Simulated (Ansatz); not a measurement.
# ZnS: a line through an energy map

One line of a two-coordinate grid on ZnS (P6_3mc, No. 186; 4 atoms in the cell): c/a of the conventional cell is varied, at volume per atom = 22.61 Å³.

Computed with Ansatz 0.2.0 (DFT PBE, scalar-relativistic, plane waves, PAW, unless a step's input says otherwise).

1 further run of the same task is left out (set aside as unsound or not needed).

**1. The system as given**

Symmetry: P6_3mc, No. 186, hexagonal system. Conventional cell: a = 3.846 Å, b = 3.846 Å, c = 6.304 Å, α = 90.00°, β = 90.00°, γ = 120.00°. Zn (site symmetry 3m) has 4 S at 2.36 Å as nearest neighbours. Around S (site symmetry 3m) lie 4 Zn at 2.36 Å.

As a file:

```cif
data_structure
_symmetry_space_group_name_H-M 'P 1'
_symmetry_Int_Tables_number 1
_cell_length_a 3.8456
_cell_length_b 3.8456
_cell_length_c 6.3037
_cell_angle_alpha 90.000
_cell_angle_beta 90.000
_cell_angle_gamma 120.000
_cell_volume 80.73
loop_
_atom_site_label
_atom_site_type_symbol
_atom_site_fract_x
_atom_site_fract_y
_atom_site_fract_z
_atom_site_occupancy
Zn1 Zn 0.33333 0.66667 0.00520 1
Zn2 Zn 0.66667 0.33333 0.50520 1
S1 S 0.33333 0.66667 0.37980 1
S2 S 0.66667 0.33333 0.87980 1
```

This cell was relaxed beforehand with the same method: volume 20.18 Å³/atom, gap on the mesh 2.08 eV.

**2. What is varied**

The energy is mapped over volume and the cell's shape.

- volume per atom: 5 values from 17.76 to 22.61 Å³
- c/a of the conventional cell: 5 values from 1.367 to 1.966

Nothing else is relaxed (fractional coordinates fixed). Energies count from the relaxed crystal. Points are written as (first, second).

**3. The run at (22.61 Å³, 1.367)**

Contents of input.yaml:

```yaml
crystal:
  lattice:
    - [4.2433424141, 0.0, 0.0]
    - [-2.121671207, 3.6748423276, 0.0]
    - [0.0, 0.0, 5.7985274088]
  atoms:
    - { symbol: Zn, position: [0.3333333333, 0.6666666667, 0.0052003725] }
    - { symbol: Zn, position: [0.6666666667, 0.3333333333, 0.5052003725] }
    - { symbol: S, position: [0.3333333333, 0.6666666667, 0.3797996275] }
    - { symbol: S, position: [0.6666666667, 0.3333333333, 0.8797996275] }
basis:
  ecutwfc: 520.0
kpoints:
  mp_grid: { grid: [9, 9, 6] }
hamiltonian:
  xc: pbe
scf:
  occupations: { method: gaussian, width: 0.05 }
output:
  forces: true
  stress: true
  eigenvalues: true
```

Command:

```
$ ansatz run input.yaml --threads 1 --pin off --max-ram 2048MiB --backend cpu --events-out ev --progress --plain --runs-dir out
```

The program printed, shortened:

```text
Warning: RAYON_NUM_THREADS=1 ignored (pool sized by the plan → 1); use --threads N
[...]
Pseudopotentials: kind: paw
Pseudopotential: Zn, paw, valence charge 12, recommended cutoff 420 eV (normal), Zn.paw.azcp
Pseudopotential: S, paw, valence charge 6, recommended cutoff 420 eV (normal), S.paw.azcp
Functional definition: PBE
[...]
Crystal: 4 atoms, lattice volume = 90.420 Å³
Basis set: ecut = 520 eV, 2427 PW (Γ), exchange–correlation on 64×64×90 points (8 copies of the dense FFT grid, shifted against one another)
Bands: 22, of which v1, the nominal top of the filled ones, is band 18 counted from 1 (17 counted from 0)
Symmetry: 12 space group operations
Space group: P63mc (ITA 186), of the structure as read, at distance tolerance 4.5e-5 Å
k-points: 48 of 486 (time reversal used)
[...]
SCF iter   1: F=—  HF=-8444.641676 eV  |F-HF|=—  |Δ(HF+E_count)|=         —  Δρ=9.52e-4  dr2=4.51e-4  ethr=1.77e-3  ⟨swp⟩=6.0  Hψ=4918  notcnv=0
[...]
SCF iter   7: F=-8444.642960 eV  HF=-8444.642960 eV  |F-HF|=3.65e-8  |Δ(HF+E_count)|=   5.47e-7  Δρ=5.03e-6  dr2=2.55e-8  ethr=2.78e-10  ⟨swp⟩=6.0  Hψ=5104  notcnv=0
[...]
SCF converged after 7 iterations
Free energy (F): -8444.642960 eV
[...]
E sigma→0 (E₀):  -8444.642960 eV
Fermi energy:    4.938427 eV
[...]
--- Forces (eV/Å), atoms counted from 1 ---
  atom   1  Zn    -0.00000000     0.00000000    -1.28410559
  atom   2  Zn    -0.00000000    -0.00000000    -1.28410559
  atom   3  S      0.00000000     0.00000000     1.28411510
  atom   4  S      0.00000000    -0.00000000     1.28411510
[...]
--- Stress (GPa, compression-positive) ---
       -9.216588      -0.000000       0.000000
       -0.000000      -9.216588      -0.000000
        0.000000      -0.000000      10.573837
  P = ⅓ Tr σ = -2.6198 GPa (-26.198 kbar)
--- Band table (eV; the first three rows and the last of 48) ---
  k-point 0: bands = ["-8.2434", "-7.2225", "-1.9266", "-1.7850", "-1.7850", "-1.6635", "-1.6635", "-1.5328", "-1.5328", "-1.4703", "-1.4703", "-1.3089", "-0.2946", "2.8912", "2.8912", "4.1090", "4.1090", "4.1099", "5.7658", "6.0166", "9.9079", "9.9079"]
[...]
```

Run time: 10 s. Hardware: 1 thread of Arm Neoverse V2, shared host; peak memory 0.37 GiB.

Energy on the map's scale: 205 meV/atom.

**4. Grid point (22.61 Å³, 1.497)**

Changes to input.yaml since step 3:

```diff
@@ -2,5 +2,5 @@
   lattice:
-    - [4.2433424141, 0.0, 0.0]
-    - [-2.121671207, 3.6748423276, 0.0]
-    - [0.0, 0.0, 5.7985274088]
+    - [4.1165466131, 0.0, 0.0]
+    - [-2.0582733065, 3.5650339429, 0.0]
+    - [0.0, 0.0, 6.1612353159]
   atoms:
```

Command:

```
$ ansatz run input.yaml --threads 1 --pin off --max-ram 2048MiB --backend cpu --events-out ev --progress --plain --runs-dir out
```

The program printed, shortened:

```text
Warning: RAYON_NUM_THREADS=1 ignored (pool sized by the plan → 1); use --threads N
[...]
[... 4 set-up lines as earlier in the session ...]
[...]
Crystal: 4 atoms, lattice volume = 90.420 Å³
Basis set: ecut = 520 eV, 2441 PW (Γ), exchange–correlation on 64×64×96 points (8 copies of the dense FFT grid, shifted against one another)
Bands: 22, of which v1, the nominal top of the filled ones, is band 18 counted from 1 (17 counted from 0)
[... 2 set-up lines as earlier in the session ...]
k-points: 48 of 486 (time reversal used)
[...]
SCF iter   1: F=—  HF=-8445.119136 eV  |F-HF|=—  |Δ(HF+E_count)|=         —  Δρ=7.16e-4  dr2=4.29e-4  ethr=1.77e-3  ⟨swp⟩=5.7  Hψ=4780  notcnv=0
[...]
SCF iter   7: F=-8445.120213 eV  HF=-8445.120213 eV  |F-HF|=6.86e-8  |Δ(HF+E_count)|=   1.12e-6  Δρ=5.40e-6  dr2=4.11e-8  ethr=2.78e-10  ⟨swp⟩=3.0  Hψ=4421  notcnv=0
[...]
SCF converged after 7 iterations
Free energy (F): -8445.120213 eV
[...]
E sigma→0 (E₀):  -8445.120213 eV
Fermi energy:    4.978585 eV
[...]
--- Forces (eV/Å), atoms counted from 1 ---
  atom   1  Zn    -0.00000000    -0.00000000    -0.37787135
  atom   2  Zn     0.00000000     0.00000000    -0.37787135
  atom   3  S      0.00000000    -0.00000000     0.37787588
  atom   4  S     -0.00000000     0.00000000     0.37787588
[...]
--- Stress (GPa, compression-positive) ---
       -8.113228      -0.000000      -0.000000
        0.000000      -8.113228      -0.000000
       -0.000000      -0.000000       0.445997
  P = ⅓ Tr σ = -5.2602 GPa (-52.602 kbar)
--- Band table (eV; the first three rows and the last of 48) ---
[... band rows left out ...]
[...]
```

It took 10 s on 1 thread of Arm Neoverse V2, shared host; peak memory 0.38 GiB.

On the map this point reads 86 meV/atom.

**5. Grid point (22.61 Å³, 1.639)**

Changes to input.yaml since step 4:

```diff
@@ -2,5 +2,5 @@
   lattice:
-    - [4.1165466131, 0.0, 0.0]
-    - [-2.0582733065, 3.5650339429, 0.0]
-    - [0.0, 0.0, 6.1612353159]
+    - [3.9936073337, 0.0, 0.0]
+    - [-1.9968036668, 3.4585654038, 0.0]
+    - [0.0, 0.0, 6.5464092018]
   atoms:
```

Command:

```
$ ansatz run input.yaml --threads 1 --pin off --max-ram 2048MiB --backend cpu --events-out ev --progress --plain --runs-dir out
```

The program printed, shortened:

```text
Warning: RAYON_NUM_THREADS=1 ignored (pool sized by the plan → 1); use --threads N
[...]
[... 4 set-up lines as earlier in the session ...]
[...]
Crystal: 4 atoms, lattice volume = 90.420 Å³
Basis set: ecut = 520 eV, 2443 PW (Γ), exchange–correlation on 60×60×100 points (8 copies of the dense FFT grid, shifted against one another)
Bands: 22, of which v1, the nominal top of the filled ones, is band 18 counted from 1 (17 counted from 0)
[... 2 set-up lines as earlier in the session ...]
k-points: 48 of 486 (time reversal used)
[...]
SCF iter   1: F=—  HF=-8445.257822 eV  |F-HF|=—  |Δ(HF+E_count)|=         —  Δρ=6.72e-4  dr2=4.70e-4  ethr=1.77e-3  ⟨swp⟩=5.6  Hψ=4816  notcnv=0
[...]
SCF iter   7: F=-8445.258870 eV  HF=-8445.258870 eV  |F-HF|=6.27e-8  |Δ(HF+E_count)|=   9.01e-7  Δρ=4.87e-6  dr2=2.81e-8  ethr=2.78e-10  ⟨swp⟩=3.0  Hψ=4425  notcnv=0
[...]
SCF converged after 7 iterations
Free energy (F): -8445.258870 eV
[...]
E sigma→0 (E₀):  -8445.258870 eV
Fermi energy:    4.962606 eV
[...]
--- Forces (eV/Å), atoms counted from 1 ---
  atom   1  Zn    -0.00000000     0.00000000    -0.01784962
  atom   2  Zn     0.00000000    -0.00000000    -0.01784962
  atom   3  S     -0.00000000     0.00000000     0.01783832
  atom   4  S      0.00000000    -0.00000000     0.01783832
[...]
--- Stress (GPa, compression-positive) ---
       -6.074751       0.000000      -0.000000
        0.000000      -6.074751      -0.000000
       -0.000000      -0.000000      -6.142176
  P = ⅓ Tr σ = -6.0972 GPa (-60.972 kbar)
--- Band table (eV; the first three rows and the last of 48) ---
[... band rows left out ...]
[...]
```

Run time: 11 s. Hardware: 1 thread of Arm Neoverse V2, shared host; peak memory 0.37 GiB.

That is 51 meV/atom from the zero.

**6. Grid point (22.61 Å³, 1.795)**

Changes to input.yaml since step 5:

```diff
@@ -2,5 +2,5 @@
   lattice:
-    - [3.9936073337, 0.0, 0.0]
-    - [-1.9968036668, 3.4585654038, 0.0]
-    - [0.0, 0.0, 6.5464092018]
+    - [3.8742789184, 0.0, 0.0]
+    - [-1.9371394592, 3.3552239647, 0.0]
+    - [0.0, 0.0, 6.9558803701]
   atoms:
```

Command:

```
$ ansatz run input.yaml --threads 1 --pin off --max-ram 2048MiB --backend cpu --events-out ev --progress --plain --runs-dir out
```

The program printed, shortened:

```text
Warning: RAYON_NUM_THREADS=1 ignored (pool sized by the plan → 1); use --threads N
[...]
[... 4 set-up lines as earlier in the session ...]
[...]
Crystal: 4 atoms, lattice volume = 90.420 Å³
Basis set: ecut = 520 eV, 2383 PW (Γ), exchange–correlation on 60×60×108 points (8 copies of the dense FFT grid, shifted against one another)
Bands: 22, of which v1, the nominal top of the filled ones, is band 18 counted from 1 (17 counted from 0)
[... 2 set-up lines as earlier in the session ...]
k-points: 48 of 486 (time reversal used)
[...]
SCF iter   1: F=—  HF=-8445.137361 eV  |F-HF|=—  |Δ(HF+E_count)|=         —  Δρ=8.05e-4  dr2=7.02e-4  ethr=1.77e-3  ⟨swp⟩=5.6  Hψ=4802  notcnv=0
[...]
SCF iter   7: F=-8445.138480 eV  HF=-8445.138480 eV  |F-HF|=3.85e-8  |Δ(HF+E_count)|=   5.47e-7  Δρ=6.03e-6  dr2=4.47e-8  ethr=2.78e-10  ⟨swp⟩=2.9  Hψ=4496  notcnv=0
[...]
SCF converged after 7 iterations
Free energy (F): -8445.138480 eV
[...]
E sigma→0 (E₀):  -8445.138480 eV
Fermi energy:    4.974547 eV
[...]
--- Forces (eV/Å), atoms counted from 1 ---
  atom   1  Zn     0.00000000    -0.00000000    -0.00286665
  atom   2  Zn     0.00000000     0.00000000    -0.00286665
  atom   3  S      0.00000000    -0.00000000     0.00283013
  atom   4  S     -0.00000000     0.00000000     0.00283013
[...]
--- Stress (GPa, compression-positive) ---
       -3.224868       0.000000      -0.000000
        0.000000      -3.224868       0.000000
       -0.000000       0.000000      -9.907722
  P = ⅓ Tr σ = -5.4525 GPa (-54.525 kbar)
--- Band table (eV; the first three rows and the last of 48) ---
[... band rows left out ...]
[...]
```

It took 9.9 s on 1 thread of Arm Neoverse V2, shared host; peak memory 0.38 GiB.

Energy on the map's scale: 81 meV/atom.

**7. The run at (22.61 Å³, 1.966)**

Changes to input.yaml since step 6:

```diff
@@ -2,5 +2,5 @@
   lattice:
-    - [3.8742789184, 0.0, 0.0]
-    - [-1.9371394592, 3.3552239647, 0.0]
-    - [0.0, 0.0, 6.9558803701]
+    - [3.7585529117, 0.0, 0.0]
+    - [-1.8792764558, 3.255002303, 0.0]
+    - [0.0, 0.0, 7.3908184456]
   atoms:
```

Command:

```
$ ansatz run input.yaml --threads 1 --pin off --max-ram 2048MiB --backend cpu --events-out ev --progress --plain --runs-dir out
```

The program printed, shortened:

```text
Warning: RAYON_NUM_THREADS=1 ignored (pool sized by the plan → 1); use --threads N
[...]
[... 4 set-up lines as earlier in the session ...]
[...]
Crystal: 4 atoms, lattice volume = 90.420 Å³
Basis set: ecut = 520 eV, 2397 PW (Γ), exchange–correlation on 60×60×120 points (8 copies of the dense FFT grid, shifted against one another)
Bands: 22, of which v1, the nominal top of the filled ones, is band 18 counted from 1 (17 counted from 0)
[... 2 set-up lines as earlier in the session ...]
k-points: 48 of 486 (time reversal used)
[...]
SCF iter   1: F=—  HF=-8444.816328 eV  |F-HF|=—  |Δ(HF+E_count)|=         —  Δρ=1.11e-3  dr2=1.15e-3  ethr=1.77e-3  ⟨swp⟩=5.8  Hψ=4965  notcnv=0
[...]
SCF iter   7: F=-8444.817066 eV  HF=-8444.817066 eV  |F-HF|=3.26e-8  |Δ(HF+E_count)|=   2.93e-7  Δρ=4.85e-6  dr2=2.87e-8  ethr=2.78e-10  ⟨swp⟩=5.0  Hψ=4760  notcnv=0
[...]
SCF converged after 7 iterations
Free energy (F): -8444.817066 eV
[...]
E sigma→0 (E₀):  -8444.817066 eV
Fermi energy:    4.976959 eV
[...]
--- Forces (eV/Å), atoms counted from 1 ---
  atom   1  Zn     0.00000000    -0.00000000    -0.17497436
  atom   2  Zn    -0.00000000     0.00000000    -0.17497436
  atom   3  S      0.00000000    -0.00000000     0.17493768
  atom   4  S     -0.00000000     0.00000000     0.17493768
[...]
--- Stress (GPa, compression-positive) ---
        0.315592      -0.000000       0.000000
       -0.000000       0.315592      -0.000000
        0.000000      -0.000000     -11.603319
  P = ⅓ Tr σ = -3.6574 GPa (-36.574 kbar)
--- Band table (eV; the first three rows and the last of 48) ---
[... band rows left out ...]
[...]
```

It took 10 s on 1 thread of Arm Neoverse V2, shared host; peak memory 0.38 GiB.

That is 162 meV/atom from the zero.

**8. Changed: eigensolver.kind davidson**

Changes to input.yaml since step 7:

```diff
@@ -18,5 +18,6 @@
   occupations: { method: gaussian, width: 0.05 }
+  eigensolver: { kind: davidson }
 output:
   forces: true
+  eigenvalues: true
   stress: true
-  eigenvalues: true
```

Command:

```
$ ansatz run input.yaml --threads 1 --pin off --max-ram 2048MiB --backend cpu --events-out ev --progress --plain --runs-dir out
```

The program printed:

```text
Warning: RAYON_NUM_THREADS=1 ignored (pool sized by the plan → 1); use --threads N
Engine: ansatz 0.2.0, aarch64-unknown-linux-gnu
[... 4 set-up lines as earlier in the session ...]
  parameter kappa = 0.804
  parameter beta = 0.06672455060314922
  exchange = pbe_x(kappa = kappa, mu = beta*pi^2/3)
  correlation = pbe_c(beta = beta)
Crystal: 4 atoms, lattice volume = 90.420 Å³
Basis set: ecut = 520 eV, 2397 PW (Γ), exchange–correlation on 60×60×120 points (8 copies of the dense FFT grid, shifted against one another)
Bands: 22, of which v1, the nominal top of the filled ones, is band 18 counted from 1 (17 counted from 0)
[... 2 set-up lines as earlier in the session ...]
k-points: 48 of 486 (time reversal used)
Non-local potential: Zn, projectors of the file, l = 0: 2, l = 1: 2, l = 2: 3, l = 3: 1
Non-local potential: S, projectors of the file, l = 0: 2, l = 1: 2, l = 2: 2
PAW form: soft (Blöchl's): semilocal exchange-correlation on the pseudo side does not see the compensation charge
PAW one-centre angular grid: Zn, 590 points (default); XC on 64 Gauss nodes
PAW one-centre angular grid: S, 110 points (default); XC on 64 Gauss nodes
Initial density: superposition of atomic densities (neutral atoms: chi_scale 0, normalization atom), corrected by the library's trained network
Initial wavefunctions: pseudopotential atomic-orbital guess
Functional: x = pbe(κ = 0.804, μ = 0.2195149727645171), c = pbe(β = 0.06672455060314922)
SCF iter   1: F=—  HF=-8444.816323 eV  |F-HF|=—  |Δ(HF+E_count)|=         —  Δρ=1.04e-3  dr2=1.07e-3  ethr=1.77e-3  ⟨swp⟩=12.3  Hψ=5454  notcnv=1
preconditioner: auto → Resta (q_TF=auto, 2.340 Å⁻¹)  ε∞=6.5  [insulator: Δε(μ)=1.067 eV  Ē_g=9.964 eV  σ=0.050 eV  W_gap=1.00  n_scr=22 (ndim 8)  ℏωp=23.4 eV  f_vac=0.063  D(μ)=0.00/eV (n_scr^D=0)  ε∞_Penn≈6.5]
SCF iter   2: F=—  HF=-8444.817044 eV  |F-HF|=—  |Δ(HF+E_count)|=   7.21e-4  Δρ=6.16e-4  dr2=3.88e-4  ethr=2.98e-6  ⟨swp⟩=5.4  Hψ=3501  notcnv=0  defer=23
SCF iter   3: F=—  HF=-8444.817071 eV  |F-HF|=—  |Δ(HF+E_count)|=   2.75e-5  Δρ=2.26e-4  dr2=5.64e-5  ethr=1.08e-6  ⟨swp⟩=3.2  Hψ=2330  notcnv=0  defer=5
automatic band count: iteration 3 solves 21 bands in place of 22: the levels show a gap, and the empty bands left out lie too high to hold charge; the band table lists the bands solved (type scf.n_extra_bands for more)
SCF iter   4: F=—  HF=-8444.817065 eV  |F-HF|=—  |Δ(HF+E_count)|=   6.36e-6  Δρ=1.10e-4  dr2=1.41e-5  ethr=1.57e-7  ⟨swp⟩=3.1  Hψ=2649  notcnv=0
SCF iter   5: F=—  HF=-8444.817066 eV  |F-HF|=—  |Δ(HF+E_count)|=   1.19e-6  Δρ=9.47e-5  dr2=5.60e-6  ethr=3.91e-8  ⟨swp⟩=4.0  Hψ=3131  notcnv=0
SCF iter   6: F=—  HF=-8444.817066 eV  |F-HF|=—  |Δ(HF+E_count)|=   4.05e-8  Δρ=3.83e-5  dr2=1.68e-6  ethr=1.56e-8  ⟨swp⟩=4.0  Hψ=2984  notcnv=0
iter 7 solved again at ethr=3.77e-10 eV; its pass at ethr=4.67e-9 eV (dr2=1.36e-7 eV) is discarded
SCF iter   7: F=—  HF=-8444.817066 eV  |F-HF|=—  |Δ(HF+E_count)|=   3.50e-7  Δρ=1.08e-5  dr2=1.54e-7  ethr=3.77e-10  ⟨swp⟩=4.0  Hψ=4651  notcnv=0
eigensolver tolerance schedule calibrated: the retry pair's looser diagonalisation under-reported the residual by θ = 0.12 (0.11/decade); ethr = c·dr2/N_el runs at the constant in force after the calibration composes with the one it found (an armed cap, an earlier calibration), c = 8.9e-2
SCF iter   8: F=-8444.817066 eV  HF=-8444.817066 eV  |F-HF|=2.58e-9  |Δ(HF+E_count)|=   2.56e-8  Δρ=3.75e-6  dr2=1.66e-8  ethr=3.77e-10  ⟨swp⟩=3.0  Hψ=2166  notcnv=0
SCF 1 converged in 8 iterations: F = -8444.817066 eV  dr2 = 1.66e-8
  Residual-converged pass: ⟨swp⟩=3.1  Hψ=2729  notcnv=0  max |occ|·‖R‖ = 6.1e-6 eV (tolerance 6.7e-6 eV)  dr2=1.58e-8  dr2_onsite=2.08e-9  max |Δocc| = 7.9e-56
SCF converged after 8 iterations
Free energy (F): -8444.817066 eV
Harris-Foulkes:  -8444.817066 eV  (|F-HF|=2.58e-9)
Internal energy: -8444.817066 eV  (E = F + TS)
E sigma→0 (E₀):  -8444.817066 eV
Fermi energy:    4.976907 eV
--- Per-component energies (eV) ---
  E_band       = -35.405992
  E_kinetic    = 471.492548
  E_local      = -4297.341293  (includes V_loc(G=0)·N_el)
  E_nonlocal   = 1288.438927
  E_hartree    = 1793.588896
  E_xc         = -465.695314
  E_vxc        = -274.890223  (∫ρ·V_xc dr)
  E_paw        = -4860.025203  (= ΣΔE_a)
  E_vpaw       = -810.282739  (= ΣTr[D̂ρ^β])
  E_aug_tail   = 0.000022  (compensation charges beyond the density's cutoff)
  E_ewald      = -2375.275648
  E_smearing   = -0.000000  (= −TS)
  E_closure    = 0.000000  (closes the sum)
  Σ components = -8444.817066   (vs F -8444.817066, Δ=0.00e0)
--- Forces (eV/Å), atoms counted from 1 ---
  atom   1  Zn     0.00000000    -0.00000000    -0.17496490
  atom   2  Zn    -0.00000000     0.00000000    -0.17496490
  atom   3  S      0.00000000    -0.00000000     0.17494376
  atom   4  S     -0.00000000     0.00000000     0.17494376
  max |Σ_I F_I| component: 4.23e-5 eV/Å
--- Stress (GPa, compression-positive) ---
        0.315540      -0.000000       0.000000
       -0.000000       0.315540      -0.000000
       -0.000000      -0.000000     -11.603184
  P = ⅓ Tr σ = -3.6574 GPa (-36.574 kbar)
--- Band table (eV; the first three rows and the last of 48) ---
  k-point 0: bands = ["-8.2046", "-7.7991", "-1.8270", "-1.8270", "-1.7955", "-1.7955", "-1.7616", "-1.4579", "-1.4579", "-1.4576", "-1.4360", "-1.4360", "-0.1487", "3.4787", "4.0862", "4.0862", "4.4387", "4.4387", "5.5136", "8.1154", "9.9029"]
  k-point 1: bands = ["-8.1798", "-7.8290", "-1.8250", "-1.8250", "-1.7978", "-1.7978", "-1.7552", "-1.5118", "-1.4564", "-1.4564", "-1.4374", "-1.4374", "0.0488", "2.9934", "4.1086", "4.1086", "4.4138", "4.4138", "6.0215", "8.1042", "9.8636"]
  k-point 2: bands = ["-8.1105", "-7.9084", "-1.8196", "-1.8196", "-1.8038", "-1.8038", "-1.7329", "-1.6098", "-1.4521", "-1.4521", "-1.4412", "-1.4412", "0.5604", "2.1277", "4.1707", "4.1707", "4.3468", "4.3468", "6.9160", "8.0147", "9.8252"]
  k-point 47: bands = ["-7.2014", "-7.2014", "-1.7380", "-1.7380", "-1.5739", "-1.5739", "-1.4688", "-1.4688", "-1.4675", "-1.4675", "-1.1549", "-1.1549", "0.0739", "0.0739", "1.6517", "1.6517", "2.8829", "2.8829", "7.8268", "7.8268", "10.0232"]
```

It took 18 s on 1 thread of Arm Neoverse V2, shared host; peak memory 0.35 GiB.

| run | ending | energy change | pressure (GPa) | gap (eV) | force (eV/Å) | cycles | time |
| --- | --- | --- | --- | --- | --- | --- | --- |
| step 7 | converged | 0 | -3.7 | 1.07 | 0.17 | 7 | 10 s |
| variant | converged | 0.0 meV/atom | -3.7 | 1.07 | 0.17 | 8 | 18 s |

With the changed solver the energy agrees within 0.5 meV/atom. Cost: 8 SCF cycles against 7, 18 s against 10 s.

**9. The line in numbers**

| c/a of the conventional cell | step | energy (meV/atom) | slope (meV/atom per unit) | pressure (GPa) | band gap on the k-mesh (eV) | largest force on an atom (eV/Å) |
| --- | --- | --- | --- | --- | --- | --- |
| 1.367 | 3 | 205 | −1362 | −2.62 | 1.66 | 1.28 |
| 1.497 | 4 | 86 | −538 | −5.26 | 1.61 | 0.38 |
| 1.639 | 5 | 51 | 4 | −6.10 | 1.59 | 0.02 |
| 1.795 | 6 | 81 | 350 | −5.45 | 1.41 | 0.00 |
| 1.966 | 7 | 162 | 570 | −3.66 | 1.07 | 0.17 |

Energies count from the relaxed crystal. Slopes come from the forces (and the stress, where the cell changes), not from differences of energies.

| run | outcome |
| --- | --- |
| step 8, run with eigensolver.kind davidson (against step 7) | 0.0 meV/atom |

In words: Along the line the energy is lowest at 1.639, 51 meV/atom from the zero. A fit to energies and slopes at the lowest point and its two neighbours puts the minimum at 1.6378, with a curvature of about 2900 meV/atom per (unit)². The highest point computed, at 1.367, lies 154 meV/atom above the lowest. This is one cut through a surface in two coordinates; the map's lowest point lies off it. A rigid map gives upper bounds: relaxing the other coordinates can only lower a point.

These are semilocal Kohn-Sham gaps, which aren't the measured quantity. Such gaps usually fall short of the measured ones.
